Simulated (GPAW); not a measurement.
# Si3N4 (P-43m) in GPAW: single point with PBE

Aim: the single point of Si3N4 with PBE.

Everything below comes from runs of GPAW 26.7.0. Logs are shortened: lines on timing, memory, paths and dates and some standing lists are left out, and cuts for length are marked. The log counts tension as positive stress, the text compression.

### 1 Starting point

The structure is cubic, space group P-43m (No. 215). The conventional cell has a = 4.131 Å, b = 4.131 Å, c = 4.131 Å, α = 90.00°, β = 90.00°, γ = 90.00°. Around Si (site symmetry -42m) lie 4 N at 1.77 Å. N (site symmetry 3m) is surrounded by 3 Si at 1.77 Å.

The cell was built by a generator and needn't be a form met in nature.

### 2 Single point, PBE

Contents of POSCAR:

```
Si3N4
1.0
    4.1307800000      0.0000000000      0.0000000000
    0.0000000000      4.1307800000      0.0000000000
    0.0000000000      0.0000000000      4.1307800000
Si N
3 4
Direct
    0.0000000000      0.0000000000      0.5000000000
    0.5000000000      0.0000000000      0.0000000000
    0.0000000000      0.5000000000      0.0000000000
    0.2395200000      0.2395200000      0.7604800000
    0.7604800000      0.7604800000      0.7604800000
    0.2395200000      0.7604800000      0.2395200000
    0.7604800000      0.2395200000      0.2395200000
```

Potentials or basis: GPAW PAW data sets (gpaw-data 1.2.1), pw.

Started as:

```bash
$ OMP_NUM_THREADS=1 gpaw run POSCAR -p 'mode=PW(800),xc=PBE,kpts={size:(7,7,7),gamma:True},occupations={name:fermi-dirac,width:0.05},nbands=31,convergence={density:1e-05,energy:1e-05},maxiter=150,txt=gpaw.txt' --properties efs -w gs.gpw
```

Log:

```text
__  _  _
 | _ |_)|_||  |
 |__||  | ||/\| - 26.7.0

Input parameters:
  mode=PW(ecut=800.0),
  convergence={'density': 1e-05, 'energy': 1e-05},
  kpts=MonkhorstPack(size=[7, 7, 7], gamma=True),
  maxiter=150,
  nbands=31,
  occupations=Occupations(name='fermi-dirac', width=0.05),
  xc=XC(name='PBE')

Diagonalizing LCAO Hamiltonian
Converting LCAO to pw mode
    .---------.
   /|         |
  / |      N  |
 *  N         |
 |  |         |
 Si .-N-------.
 | Si    N   /
 |/         /
 *----Si---*

Atoms  # Å, Bohr magnetons
|   | symbol |        x |        y |        z |    initial magnetic moments |
|---|--------|----------|----------|----------|-----------------------------|
| 0 |     Si | 0.000000 | 0.000000 | 2.065390 | ( 0.0000,  0.0000,  0.0000) |
| 1 |     Si | 2.065390 | 0.000000 | 0.000000 | ( 0.0000,  0.0000,  0.0000) |
| 2 |     Si | 0.000000 | 2.065390 | 0.000000 | ( 0.0000,  0.0000,  0.0000) |
| 3 |      N | 0.989404 | 0.989404 | 3.141376 | ( 0.0000,  0.0000,  0.0000) |
| 4 |      N | 3.141376 | 3.141376 | 3.141376 | ( 0.0000,  0.0000,  0.0000) |
| 5 |      N | 0.989404 | 3.141376 | 0.989404 | ( 0.0000,  0.0000,  0.0000) |
| 6 |      N | 3.141376 | 0.989404 | 0.989404 | ( 0.0000,  0.0000,  0.0000) |

Unit cell  # Å
| periodic |        x |        y |        z |  lengths |    angles |
|----------|----------|----------|----------|----------|-----------|
|      yes | 4.130780 | 0.000000 | 0.000000 | 4.130780 | 90.000000 |
|      yes | 0.000000 | 4.130780 | 0.000000 | 4.130780 | 90.000000 |
|      yes | 0.000000 | 0.000000 | 4.130780 | 4.130780 | 90.000000 |

Number of symmetries: 24
Symmetry operations  # r_c * U_cc + t_c -> r_c
|    | kind |            matrix            |
|----|------|------------------------------|
|  0 |  E   |  1, 0, 0,  0, 1, 0,  0, 0, 1 |
|  1 |  σ   |  1, 0, 0,  0, 0, 1,  0, 1, 0 |
|  2 |  σ   |  1, 0, 0,  0, 0,-1,  0,-1, 0 |
|  3 |  C2  |  1, 0, 0,  0,-1, 0,  0, 0,-1 |
|  4 |  σ   |  0, 1, 0,  1, 0, 0,  0, 0, 1 |
|  5 |  C3  |  0, 1, 0,  0, 0, 1,  1, 0, 0 |
|  6 |  C3  |  0, 1, 0,  0, 0,-1, -1, 0, 0 |
|  7 |  S4  |  0, 1, 0, -1, 0, 0,  0, 0,-1 |
|  8 |  C3  |  0, 0, 1,  1, 0, 0,  0, 1, 0 |
|  9 |  σ   |  0, 0, 1,  0, 1, 0,  1, 0, 0 |
| 10 |  S4  |  0, 0, 1,  0,-1, 0, -1, 0, 0 |
| 11 |  C3  |  0, 0, 1, -1, 0, 0,  0,-1, 0 |
| 12 |  C3  |  0, 0,-1,  1, 0, 0,  0,-1, 0 |
| 13 |  σ   |  0, 0,-1,  0, 1, 0, -1, 0, 0 |
| 14 |  S4  |  0, 0,-1,  0,-1, 0,  1, 0, 0 |
| 15 |  C3  |  0, 0,-1, -1, 0, 0,  0, 1, 0 |
| 16 |  S4  |  0,-1, 0,  1, 0, 0,  0, 0,-1 |
| 17 |  C3  |  0,-1, 0,  0, 0, 1, -1, 0, 0 |
| 18 |  C3  |  0,-1, 0,  0, 0,-1,  1, 0, 0 |
| 19 |  σ   |  0,-1, 0, -1, 0, 0,  0, 0, 1 |
| 20 |  C2  | -1, 0, 0,  0, 1, 0,  0, 0,-1 |
| 21 |  S4  | -1, 0, 0,  0, 0, 1,  0,-1, 0 |
| 22 |  S4  | -1, 0, 0,  0, 0,-1,  0, 1, 0 |
| 23 |  C2  | -1, 0, 0,  0,-1, 0,  0, 0, 1 |

BZ-sampling:
  Number of BZ points: 343
  Number of IBZ points: 20

  Monkhorst-Pack size: [7, 7, 7]
  Monkhorst-Pack shift: [0, 0, 0]

K-points  # in reciprocal-cell coordinates
|     |                                coordinates |     weight |
|-----|--------------------------------------------|------------|
|   0 | (  0.00000000,   0.00000000,   0.00000000) | 0.00291545 |
|   1 | (  0.14285714,   0.00000000,   0.00000000) | 0.01749271 |
|   2 | (  0.14285714,   0.14285714,   0.00000000) | 0.03498542 |
|   3 | (  0.14285714,   0.14285714,   0.14285714) | 0.02332362 |
|   4 | (  0.28571429,   0.00000000,   0.00000000) | 0.01749271 |
|   5 | (  0.28571429,   0.14285714,   0.00000000) | 0.06997085 |
|   6 | (  0.28571429,   0.14285714,   0.14285714) | 0.06997085 |
|   7 | (  0.28571429,   0.28571429,   0.00000000) | 0.03498542 |
|   8 | (  0.28571429,   0.28571429,   0.14285714) | 0.06997085 |
|   9 | (  0.28571429,   0.28571429,   0.28571429) | 0.02332362 |
| ... |                                            |            |
|  19 | (  0.42857143,   0.42857143,   0.42857143) | 0.02332362 |

Plane wave coefficients: 3695
Cutoff: 800.0 eV

Spin-components: 1 (collinear spins)
Bands:           31
Projectors:      35
Spin-degeneracy: 2
Datatype:        complex128

Parallelization:
  kpt:    1
  domain: 1
  band:   1

Density:
  Valence electrons: 32.0
  Components: 1
  Grid points: [27 27 27]
  Charge: 0.0  # |e|

Potential:
  Grid points: [27 27 27]

species:
  Si:
    name:    Silicon
    Z:       14.0
    valence: 4
    core:    10
    charge:  0.0  # [|e|]
    compensation charges:
      type: gauss
      rc: 0.33  # [Å]
      lmax: 2
    cutoffs:
      filter: 1.86  # [Å]
      core: 2.06  # [Å]
    projectors
    | kind |    occ | energy [eV] | rcut [Å] |
    |------|--------|-------------|----------|
    |   3s |  2.000 |     -10.812 |    1.058 |
    |   3p |  2.000 |      -4.081 |    1.058 |
    |    s |        |      16.399 |    1.058 |
    |    p |        |      23.130 |    1.058 |
    |    d |        |       0.000 |    1.058 |

    Using partial waves for Si as LCAO basis

  N:
    name:    Nitrogen
    Z:       7.0
    valence: 5
    core:    2
    charge:  0.0  # [|e|]
    compensation charges:
      type: gauss
      rc: 0.18  # [Å]
      lmax: 2
    cutoffs:
      filter: 1.11  # [Å]
      core: 0.96  # [Å]
    projectors
    | kind |    occ | energy [eV] | rcut [Å] |
    |------|--------|-------------|----------|
    |   2s |  2.000 |     -18.583 |    0.603 |
    |   2p |  3.000 |      -7.089 |    0.529 |
    |    s |        |       8.629 |    0.603 |
    |    p |        |      20.123 |    0.529 |
    |    d |        |       0.000 |    0.577 |

    Using partial waves for N as LCAO basis

Reference energy: -29585.918768  # eV

eigensolver:
  PPCG
  Converge bands: occupied
  niter=2

density mixing:
  MSR1-Mixer
  Pratt-step length: 0.05
  Maximum mixing coefficient: 0.75
  Old densities: 10
  SVD Regularization: 0.005
  Good broyden scale: 1.0
  Trust region scale: 1.0
  Backstep threshold: 4.0
  History deletion threshold: 6.0
  Fourier metric: weight=20.0, sigma=0.015

occupation numbers:
  Fermi-Dirac:
    width: 0.0500  # eV

poisson solver:
  ecut: 6400.0  # eV

xc functional:
  name: PBE with 2 nearest neighbor stencil

convergence criteria:
- Maximum integral of absolute [dens]ity change: 1e-05 electrons / valence electron
- Maximum [total energy] change in last 3 cyles: 1e-05 eV / valence electron
- Maximum integral of absolute [eigenst]ate change: 4e-08 eV^2 / valence electron
maximum number of iterations: 150

SCF iterations
|iter     | |      energy | eigst |  dens |
|---------|-|-------------|-------|-------|
|iter:   1| |  -62.220052 | +0.07 |       |
|iter:   2| |  -60.498534 | -1.81 | -0.60 |
|iter:   3| |  -55.274905 | -0.74 | -0.65 |
|iter:   4| |  -55.315066 | -2.68 | -1.31 |
|iter:   5| |  -55.334989 | -3.40 | -1.64 |
|iter:   6| |  -55.335407 | -5.24 | -2.70 |
|iter:   7| |  -55.335440 | -6.33 | -3.23 |
|iter:   8| |  -55.335440c| -7.94c| -4.32 |
|iter:   9| |  -55.335440c| -8.13c| -4.88 |
|iter:  10| |  -55.335440c| -9.06c| -5.66c|

Converged in 10 steps
Energy contributions relative to reference atoms: (reference = -29585.918768)

Energy contributions:
  Kinetic:          52.441448
  Coulomb:         -45.022533
  Zero:              0.243427
  External:          0.000000
  Xc:              -62.997783
  Entropy:          -0.000000
  Spinorbit:         0.000000
  ----------------------------
  Free energy:     -55.335440
  Extrapolated:    -55.335440

dipole moment: (-17.737461, -17.737461, -17.737461)  # |e|*Ang

Fermi level: 8.214
Eigenvalues  # (at kpt = [0.000, 0.000, 0.000])
| band index |      eig [eV] | occ [0-2] |
|------------|---------------|-----------|
|          0 |       -10.804 |     2.000 |
|        ... |               |           |
|          8 |         2.677 |     2.000 |
|          9 |         2.695 |     2.000 |
|         10 |         3.842 |     2.000 |
|         11 |         3.842 |     2.000 |
|         12 |         3.842 |     2.000 |
|         13 |         6.980 |     2.000 |
[... 8 lines left out ...]
|         22 |        17.399 |     0.000 |
|         23 |        18.633 |     0.000 |
|        ... |               |           |
|         30 |        21.444 |     0.000 |

Gap: 2.735 eV
Transition (v -> c):
  (s=0, k=19, n=15, [0.43, 0.43, 0.43]) -> (s=0, k=0, n=16, [0.00, 0.00, 0.00])
Direct/indirect transitions are different
Direct gap: 2.917 eV
Transition at: (s=0, k=0, n=15, [0.00, 0.00, 0.00])

Forces  # eV/Ang
|        x |        y |        z |
|----------|----------|----------|
|  0.00000 |  0.00000 |  0.00000 |  # Si   0
|  0.00000 |  0.00000 |  0.00000 |  # Si   1
|  0.00000 |  0.00000 |  0.00000 |  # Si   2
|  0.07593 |  0.07593 | -0.07593 |  # N    3
| -0.07593 | -0.07593 | -0.07593 |  # N    4
|  0.07593 | -0.07593 |  0.07593 |  # N    5
| -0.07593 |  0.07593 |  0.07593 |  # N    6

Stress tensor  # eV/Ang^3
|         x |         y |         z |
|-----------|-----------|-----------|
| -0.010564 |  0.000000 |  0.000000 |
|  0.000000 | -0.010564 |  0.000000 |
|  0.000000 |  0.000000 | -0.010564 |

# Writing to gs.gpw (mode='')
```

Wall time 33 s (1 thread of Arm Neoverse V2, shared host); peak memory 0.22 GiB.

What came out:

```
Free energy            : -55.3354 eV
Pressure               : 1.7 GPa
Largest force          : 0.132 eV/Å
Band gap on the k mesh : 2.73 eV, indirect (least direct gap 2.92 eV)
```

Forces in eV/Å, atoms in the order of the input:
```
Si   0.000  0.000  0.000
Si   0.000  0.000  0.000
Si   0.000  0.000  0.000
N    0.076  0.076 -0.076
N   -0.076 -0.076 -0.076
N    0.076 -0.076  0.076
N   -0.076  0.076  0.076
```

Caveat: an odd mesh through Γ misses points on the zone boundary, where band edges often lie.

### 3 The reference run

An earlier run on the cell as given: functional PBE; potentials or basis GPAW PAW data sets (gpaw-data 1.2.1); cutoff 800 eV; basis pw; k mesh 7 × 7 × 7; occupations fermi-dirac, width 0.05 eV; no spin polarisation.

* Pressure: 1.7 GPa
* Largest force: 0.132 eV/Å
* Band gap on the k mesh: 2.73 eV, indirect (least direct gap 2.92 eV)
